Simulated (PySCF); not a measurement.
C2H2Cl2.
Cartesian coordinates in Å at the PBE0-D3(BJ)/def2-TZVP level; atoms count from 1:
```xyz
6
C2H2Cl2 angstrom
Cl    -1.9440    0.6820    0.5529
C     -0.5972   -0.2721    0.0916
C      0.5976    0.2599   -0.1023
Cl     1.9445   -0.6943   -0.5636
H     -0.8042   -1.3272   -0.0254
H      0.8050    1.3150    0.0145
```

Linear response at PBE0/aug-cc-pVTZ (PySCF, frozen core in the response, non-relativistic). Geometry: PBE0-D3(BJ)/def2-TZVP; no solvent, vibrations or thermal averaging.

Static isotropic polarisability: 55.59 au (8.24 Å³), principal values 38.0, 45.6, 83.1 au.

(1) What is the polarisability at 1064 nm and at the sodium D line?

(2) What is the isotropic C6 coefficient between two such molecules, C6 = (3/π)∫α(iω)² dω?

(3) Which effective excitation energy ω̄ makes London's formula C6 = (3/4)α²ω̄ exact here?

(4) What n − 1 at the D line would an ideal gas of it have at 273.15 K and 1 atm (2.6868 × 10¹⁹ cm⁻³), by n − 1 = 2π·N·α′?

(5) The lowest 10 singlets have (eV, f): 5.92, 0.000; 6.08, 0.291; 6.34, 0.000; 6.79, 0.000; 6.91, 0.000; 7.01, 0.006; 7.14, 0.001; 7.38, 0.000; 7.69, 0.000; 7.80, 0.023. What share of the static polarisability do they carry in the sum over states α = Σ f/ω²?

(6) What does −C6/R⁶ come to at R = 10 Å between centres?

(7) How anisotropic is the static polarisability, by Δα² = ½[(α1 − α2)² + (α2 − α3)² + (α3 − α1)²]?

## Answers

(1) 56.18 au at 1064 nm (+1.1 %), 57.61 au at 589.3 nm (+3.6 %). The rise at 589.3 nm is 3.42 times that at 1064 nm; a pure ω² law gives 3.26. The lowest singlet lies at 210 nm, shorter than both wavelengths.

(2) 1189 au (Eh·bohr⁶) by a ten-point quadrature over imaginary frequencies, which is 710 eV·Å⁶ or 68.5 J·nm⁶/mol.

(3) ω̄ = 4·C6/(3α²) = 0.513 Eh = 14.0 eV. A one-pole form α(ω) = α/(1 − ω²/ω̄²) fitted to the 1064 nm value gives 11.4 eV.

(4) 14.41 × 10⁻⁴, a formal value whether or not that pressure can be reached.

(5) 6.22 au, 11.2 % of α; the largest term, 5.83 au, is that of the state at 6.08 eV. Their oscillator strengths add up to 0.32. Higher states carry the rest.

(6) -69 J/mol. This is the leading, orientation-averaged term; C8 and higher terms are left out.

(7) Δα = 41.8 au, or 0.75 of the isotropic value.
